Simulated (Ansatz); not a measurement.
**C in Ansatz: the effect of pseudo set**

C:

```
CELL_PARAMETERS angstrom
2.52210 0.00000 0.00000
-1.26105 2.18420 0.00000
0.00000 0.00000 12.35570
ATOMIC_POSITIONS crystal
C 0.66667 0.33333 0.35417
C 0.33333 0.66667 0.85417
C 0.66667 0.33333 0.14583
C 0.33333 0.66667 0.64583
C 0.66667 0.33333 0.47917
C 0.33333 0.66667 0.97917
C 0.66667 0.33333 0.02083
C 0.33333 0.66667 0.52083
C 0.00000 0.00000 0.81250
C 0.00000 0.00000 0.31250
C 0.00000 0.00000 0.68750
C 0.00000 0.00000 0.18750
```

This is a hexagonal form of diamond, not graphite.

Alike in all runs:

| Quantity | Value |
| --- | --- |
| Program | Ansatz 0.2.0 |
| Task | band structure |
| Functional | PBE |
| k mesh | 12 × 12 × 3 |
| Occupations | fermi-dirac, width 0.05 eV |
| Spin | no spin polarisation |

```tsv
pseudo set	cutoff	pressure (GPa)
Ansatz PAW	420 eV (not typed: the program's choice for these potentials)	2.1
Ansatz PAW accurate	800 eV	2.1
SSSP efficiency PAW	612 eV	2.6
JTH PAW	780 eV (not typed: the program's choice for these potentials)	?
SPMS NC	1034 eV (not typed: the program's choice for these potentials)	2.6
PseudoDojo standard	1116 eV	2.4
PseudoDojo stringent	1116 eV	2.4
Ansatz PAW earlier set	820 eV (not typed: the program's choice for these potentials)	2.0
Ansatz NC	1116 eV (not typed: the program's choice for these potentials)	2.0
```

What does the run with pseudo set JTH PAW give?

Pressure 1.4 GPa.
